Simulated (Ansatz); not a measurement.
# Cu: the cost of one run

Program: Ansatz 0.2.0. Level of theory: DFT PBE+D3(BJ), plane waves, PAW, scalar-relativistic, no spin polarisation. These are calculated values, not measurements.

**1. The starting structure**

The cell holds 12 atoms (Cu12): a = 5.105 Å, b = 5.105 Å, c = 17.168 Å, α = 90.00°, β = 90.00°, γ = 60.00°.

Coordinates:

```cif
data_structure
_symmetry_space_group_name_H-M 'P 1'
_symmetry_Int_Tables_number 1
_cell_length_a 5.1053
_cell_length_b 5.1053
_cell_length_c 17.1685
_cell_angle_alpha 90.000
_cell_angle_beta 90.000
_cell_angle_gamma 60.000
_cell_volume 387.53
loop_
_atom_site_label
_atom_site_type_symbol
_atom_site_fract_x
_atom_site_fract_y
_atom_site_fract_z
_atom_site_occupancy
Cu1 Cu 0.16667 0.16667 0.05825 1
Cu2 Cu 0.66667 0.16667 0.05825 1
Cu3 Cu 0.16667 0.66667 0.05825 1
Cu4 Cu 0.66667 0.66667 0.05825 1
Cu5 Cu 0.83333 0.33333 0.17965 1
Cu6 Cu 0.33333 0.33333 0.17965 1
Cu7 Cu 0.83333 0.83333 0.17965 1
Cu8 Cu 0.33333 0.83333 0.17965 1
Cu9 Cu 0.00000 0.00000 0.30104 1
Cu10 Cu 0.50000 0.00000 0.30104 1
Cu11 Cu 0.00000 0.50000 0.30104 1
Cu12 Cu 0.50000 0.50000 0.30104 1
```

**2. Preparing the start**

The input, input.yaml:

```yaml
accuracy: low
crystal:
  lattice:
    - [5.105311, 0.0, 0.0]
    - [2.552655, 4.421329, 0.0]
    - [0.0, 0.0, 17.168469]
  atoms:
    - { symbol: Cu, position: [0.1666667, 0.1666667, 0.0582463] }
    - { symbol: Cu, position: [0.6666667, 0.1666667, 0.0582463] }
    - { symbol: Cu, position: [0.1666667, 0.6666667, 0.0582463] }
    - { symbol: Cu, position: [0.6666667, 0.6666667, 0.0582463] }
    - { symbol: Cu, position: [-0.1666667, 0.3333333, 0.1796453] }
    - { symbol: Cu, position: [0.3333333, 0.3333333, 0.1796453] }
    - { symbol: Cu, position: [-0.1666667, 0.8333333, 0.1796453] }
    - { symbol: Cu, position: [0.3333333, 0.8333333, 0.1796453] }
    - { symbol: Cu, position: [0.0, 0.0, 0.3010443] }
    - { symbol: Cu, position: [0.5, 0.0, 0.3010443] }
    - { symbol: Cu, position: [0.0, 0.5, 0.3010443] }
    - { symbol: Cu, position: [0.5, 0.5, 0.3010443] }
basis:
  ecutwfc: 420.0
kpoints:
  mp_grid: { grid: [2, 2, 1] }
hamiltonian:
  xc: pbe
  dispersion: d3bj
  pseudopotentials: { kind: paw, azcp: { folder: soft_1 } }
scf:
  occupations: { method: fermi_dirac, width: 0.1 }
  lower_state_search: "off"
relax:
  f_tol: 0.08
  max_steps: 25
  adjacent_minimum: "off"
  constraints: [{ sites: [0, 1, 2, 3] }]
```

Command:

```sh
> ansatz run input.yaml --threads 2 --pin off --max-ram 5120MiB --backend cpu --events-out ev --progress --plain --runs-dir out
```

What time and memory should one allow on 2 threads of Arm Neoverse V2, shared host?

About 11 s, with a peak of 0.73 GiB.
